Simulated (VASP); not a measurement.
C, 8 atoms in the cell. It takes space group Fd-3m (No. 227, cubic). The conventional cell has a = 3.519 Å, b = 3.519 Å, c = 3.519 Å, α = 90.00°, β = 90.00°, γ = 90.00°. C (site symmetry -43m) is surrounded by 4 C at 1.52 Å. This isn't the form of C at room conditions, which is graphite. The cell isn't the ideal one: volume scaled by 0.96.

| Property | Result |
| --- | --- |
| Program | VASP 6.6.1 |
| Task | electron localisation function |
| Functional | rSCAN |
| Dispersion | D4 |
| Potentials or basis | VASP PAW PBE potentials, release 54 (C) |
| Cutoff | 520 eV |
| k mesh | 8 × 8 × 8 |
| Occupations | gaussian, width 0.05 eV |
| Spin | no spin polarisation |
| Further INCAR settings | ALGO = Normal; EDIFF = 1e-07 |

Potentials or basis: VASP PAW PBE potentials, release 54 (C).

Run with:

```console
$ ase convert -i cif -o vasp C.cif POSCAR
$ cat potpaw_PBE.54/C/POTCAR > POTCAR
$ mpirun -np 1 vasp_std > vasp.out
```

Hardware: 1 thread of AMD EPYC 9R45 (Zen 5), with other jobs on the host.

**Question.** Estimate the wall time of this run.

**Answer.** Run time: 100 s on 1 thread of AMD EPYC 9R45 (Zen 5), with other jobs on the host, peak memory 0.13 GiB. Counts: scf iterations 19, k points 35.
